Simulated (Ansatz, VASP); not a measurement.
One calculation of MgO, two programs

```
CELL_PARAMETERS angstrom
3.55300 0.00000 0.00000
-1.77650 3.07699 0.00000
0.00000 0.00000 4.26460
ATOMIC_POSITIONS crystal
Mg 0.66667 0.33333 0.75000
Mg 0.33333 0.66667 0.25000
O 0.66667 0.33333 0.25000
O 0.33333 0.66667 0.75000
```

Alike in both runs: task single point; functional PBEsol; k mesh 9 × 9 × 6; occupations gaussian, width 0.05 eV; no spin polarisation.

|  | VASP | Ansatz |
| --- | --- | --- |
| version | VASP 6.6.1 | Ansatz 0.2.0 |
| potentials or method | VASP PAW PBE potentials, release 64 (Mg, O) | scalar-relativistic, plane waves, PAW |
| plane-wave cutoff (eV) | 520 | 520 |
| valence electrons in the cell | 16 | 32 |

|  | VASP | Ansatz | Ansatz less VASP |
| --- | --- | --- | --- |
| gap on the k mesh at the Fermi level (eV) | 3.02 | 3.03 | +0.010 |
| least direct gap on the mesh (eV) | 3.02 | 3.03 | +0.010 |
| pressure (GPa) | -6.3 | -5.8 | +0.47 |
| largest component of the traceless stress (GPa) | 0.31 | 0.24 | -0.065 |

With one functional, cell and mesh, what is left measures potentials, basis and numerics. The two sets of potentials don't hold the same shells in valence. Ansatz warned: «pseudo_functional_mismatch».

Caveats: the PAW data sets were made with another functional, which shifts forces and pressure a little (VASP). Expect the measured gap to be larger: semilocal functionals such as PBEsol lack the derivative discontinuity.
